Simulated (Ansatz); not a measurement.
A run of Ansatz 0.2.0:

input.yaml

```yaml
crystal:
  lattice:
    - [4.13078, 0.0, 0.0]
    - [0.0, 4.13078, 0.0]
    - [0.0, 0.0, 4.13078]
  atoms:
    - { symbol: Si, position: [0.0, 0.0, 0.5] }
    - { symbol: Si, position: [0.5, 0.0, 0.0] }
    - { symbol: Si, position: [0.0, 0.5, 0.0] }
    - { symbol: "N", position: [0.23952, 0.23952, 0.76048] }
    - { symbol: "N", position: [0.76048, 0.76048, 0.76048] }
    - { symbol: "N", position: [0.23952, 0.76048, 0.23952] }
    - { symbol: "N", position: [0.76048, 0.23952, 0.23952] }
kpoints:
  mp_grid: { grid: [7, 7, 7] }
  band_path:
    path:
      - [0.0, 0.0, 0.0]
      - [0.0, 0.5, 0.0]
      - [0.5, 0.5, 0.0]
      - [0.0, 0.0, 0.0]
      - [0.5, 0.5, 0.5]
      - [0.0, 0.5, 0.0]
    npoints: 10
scf:
  occupations: { method: fermi_dirac, width: 0.05 }
hamiltonian:
  xc: pbe
  pseudopotentials: { kind: all_electron, lapw: { basis_error: 0.002 } }
output:
  forces: true
  stress: true
  eigenvalues: true
  fatbands: false
  dos: { projected: true, de: 0.1, e_range: [-14, 10] }
  populations: true
```

Potentials or basis: all-electron LAPW, scalar-relativistic.

Run with:

```sh
$ ansatz run input.yaml --threads 4 --pin off --max-ram 12288MiB --backend cpu --events-out ev --progress --plain --runs-dir out
```

Hardware: 4 threads of Intel(R) Xeon(R) Platinum 8175M CPU @ 2.50GHz (Skylake/Cascade Lake), with other jobs on the host.

Question: Estimate the wall time of this run.

Answer: Run time: 20 s on 4 threads of Intel(R) Xeon(R) Platinum 8175M CPU @ 2.50GHz (Skylake/Cascade Lake) (shared host), peak memory 0.52 GiB. Counts: scf iterations 8, plane waves 1309, k points 20, bands 39.
